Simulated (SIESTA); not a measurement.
Crystal: TiAl3.

```xyz
4
Lattice="-1.9111 1.9111 4.2807 1.9111 -1.9111 4.2807 1.9111 1.9111 -4.2807" Properties=species:S:1:pos:R:3 pbc="T T T"
Ti    0.0000    0.0000    0.0000
Al    1.9111    0.0000    2.1403
Al    0.0000    1.9111    2.1403
Al    0.0000    0.0000    4.2807
```

The cell comes from a database or a generator and needn't be the stable form of this composition.

* Program: SIESTA 5.4.2
* Task: single point
* Functional: PBE
* Potentials or basis: PseudoDojo 0.4 standard (PBE files)
* Basis: DZP (energy shift 0.003 Ry; two zetas on semicore shells)
* Grid cutoff: 800 Ry
* Energy shift: 0.003 Ry
* k mesh: 10 × 10 × 10
* Occupations: fermi-dirac, width 0.05 eV
* Spin: no spin polarisation

On this cell: pressure 2.5 GPa; largest force under 0.003 eV/Å; band gap on the k mesh none (metal or under the smearing width).

The same run follows on a disturbed copy (atoms moved at random, drawn with an rms of 0.05 Å):

```xyz
4
Lattice="-1.9111 1.9111 4.2807 1.9111 -1.9111 4.2807 1.9111 1.9111 -4.2807" Properties=species:S:1:pos:R:3 pbc="T T T"
Ti    0.0100   -0.0282   -0.0191
Al    1.9410    0.0420    2.1030
Al   -0.0123    1.9116    2.1052
Al   -0.0290    0.0296    4.2389
```

Q: What does the disturbed cell give?

A: The energy (extrapolated to zero smearing) moves by +8.8 meV/atom; pressure 2.7 GPa; largest force 0.662 eV/Å; band gap on the k mesh none (metal or under the smearing width).

Forces on the atoms (eV/Å):
```
Ti  -0.270  0.589 -0.133
Al  -0.305 -0.342  0.054
Al   0.220  0.165  0.054
Al   0.355 -0.412  0.026
```

Stress tensor (GPa, compression positive):
```
 2.83 -0.03  0.18
-0.03  2.80 -0.21
 0.18 -0.21  2.45
```

Caveats: the basis of atomic orbitals isn't converged, which shifts pressures, moduli and gaps.
